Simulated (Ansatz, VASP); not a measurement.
## Two plane-wave programs on Au

```
Au
1.0
     1.41131   -2.55593    0.00000
     1.41131    2.55593    0.00000
     0.00000    0.00000    4.89317
Au
2
Direct
  0.66533 0.33467 0.25000
  0.33467 0.66533 0.75000
```

This isn't the form of Au at room conditions, which is fcc.

Alike in both runs: task single point; functional r2SCAN; k mesh 8 × 8 × 4; occupations gaussian, width 0.1 eV; no spin polarisation.

```csv
,VASP,Ansatz
version,VASP 6.6.1,Ansatz 0.2.0
potentials or method,"VASP PAW PBE potentials, release 64 (Au)","scalar-relativistic, plane waves, PAW"
plane-wave cutoff (eV),520,500
valence electrons in the cell,22,38
```

VASP gave:

| Property | Result |
| --- | --- |
| gap on the k mesh at the Fermi level (eV) | none |
| pressure (GPa) | 0.4 |
| largest component of the traceless stress (GPa) | 2.08 |
| rms of the force components (eV/Å) | 0.005 |

What did Ansatz give for the same quantities?

gap on the k mesh at the Fermi level (eV): none; pressure (GPa): 0.2; largest component of the traceless stress (GPa): 2.11; rms of the force components (eV/Å): 0.005.

Atom by atom the forces differ by 0.001 eV/Å (rms over components). A gap of «none» marks a metal or a gap that the smearing closes. The two sets of potentials don't hold the same shells in valence.

Caveats: the PAW data sets were made with another functional, which shifts forces and pressure a little (VASP). The runs have no spin-orbit coupling, so splittings on Au are missing.
